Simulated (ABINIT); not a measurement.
The system is TiCo.

```
Co Ti
1.0
     2.98611    0.00000    0.00000
     0.00000    2.98611    0.00000
     0.00000    0.00000    2.98611
Co Ti
1 1
Direct
  0.50000 0.50000 0.50000
  0.00000 0.00000 0.00000
```

The cell comes from a database or a generator and needn't be the stable form of this composition.

Base run:

* Program: ABINIT 10.8.3 (patched build)
* Functional: PBE
* Potentials or basis: JTH PAW PBE v2.0
* Cutoff: 707 eV
* k mesh: 9 × 9 × 9
* Occupations: fermi-dirac, width 0.05 eV
* Spin: collinear spin, ferromagnetic start
* Starting moments: [2.0, 1.0] μB

Its results: band gap on the k mesh none (metal or under the smearing width); pressure -0.3 GPa; net moment 0.82 μB per cell; site moments Co +0.92; Ti -0.03 μB.

**Question.** After a change of settings the same cell gave: band gap on the k mesh none (metal or under the smearing width); pressure 0.5 GPa; net moment 0.90 μB per cell; site moments Co +1.00; Ti -0.03 μB. Which change was it?
A. functional from PBE to WC
B. functional from PBE to revPBE
C. functional from PBE to RPBE
D. k mesh from 9 × 9 × 9 to 5 × 5 × 5

**Answer.** D.

Caveats: some runs use coarse meshes; small starting moments can end in a higher magnetic state in this program.

Not every run made on this cell is shown here.
